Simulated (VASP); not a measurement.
Wanted: the native input for a VASP 6.6.1 run.

- Task: work function
- Functional: PBE
- Potentials or basis: VASP PAW PBE potentials, release 64 (Co)
- Cutoff: 520 eV
- k mesh: 12 × 12 × 1
- Occupations: gaussian, width 0.05 eV
- Spin: collinear spin, ferromagnetic start
- Starting moments: [2.0, 2.0, 2.0, 2.0, 2.0, 2.0] μB
- Dipole correction: yes
- Further INCAR settings: ALGO = Normal; EDIFF = 1e-06

The structure of Co lies in POSCAR:

```
Co
1.0
    2.4873648738      0.0000000000      0.0000000000
   -1.2436824369      2.1541211692      0.0000000000
    0.0000000000      0.0000000000     25.2383599541
Co
6
Direct
    0.3333333300      0.6666666600      0.2971666944
    0.6666666700      0.3333333400      0.3808401562
    0.3333333300      0.6666666600      0.4581632691
    0.6666666700      0.3333333400      0.5418367309
    0.3333333300      0.6666666600      0.6191598438
    0.6666666700      0.3333333400      0.7028333056
```

The slab is cut from a database's or a generator's crystal, which needn't be the stable form of the element.

The cell isn't the ideal one: the (0 0 1) slab of Co, cut from the database cell, not relaxed.

The input as run:

INCAR

```
SYSTEM = Co
PREC     = Accurate       ! precision mode
ENCUT    = 520            ! plane-wave cutoff, eV
EDIFF    = 1E-6           ! SCF threshold, eV
ISMEAR   = 0              ! smearing method
SIGMA    = 0.05           ! smearing width, eV
LREAL    = .False.        ! projectors in reciprocal space
LASPH    = .True.         ! aspherical terms in the spheres
NELM     = 100            ! most SCF steps
ALGO     = Normal         ! electronic algorithm
ISIF     = 2              ! what is computed and relaxed
LWAVE    = .False.        ! write WAVECAR
LCHARG   = .True.         ! write CHGCAR
ISPIN    = 2              ! spin polarisation
MAGMOM   = 2 2 2 2 2 2    ! initial moments
LORBIT   = 11             ! projections on sites
LMAXMIX  = 4              ! l up to which the mixer works
LDIPOL   = .True.       
IDIPOL   = 3            
DIPOL    = 0.5 0.5 0.500
GGA      = PE             ! functional
LELF     = .True.         ! ELF
LVHAR    = .True.       
LVACPOTAV= .True.
```

KPOINTS

```
regular mesh
0
Gamma
  12 12 1
  0 0 0
```

Potentials or basis: VASP PAW PBE potentials, release 64 (Co).

The run is started by

```bash
$ cat potpaw_PBE.64/Co/POTCAR > POTCAR
$ mpirun -np 1 vasp_std > vasp.out
```

It gave:

```json
{
  "Largest force": "0.925 eV/Å",
  "Band gap on the k mesh": "none (metal or under the smearing width)",
  "Net moment": "9.96 μB per cell",
  "Site moments": "Co +1.76, +1.67, +1.63 μB",
  "Valence electrons inside the program's atomic spheres": "Co 8.07, 8.27",
  "Work function of the upper face": "4.98 eV",
  "Work function of the lower face": "4.98 eV"
}
```

It took 6.9 min on 1 thread of Intel(R) Xeon(R) Platinum 8488C (Sapphire Rapids) (shared host), peak memory 0.36 GiB.
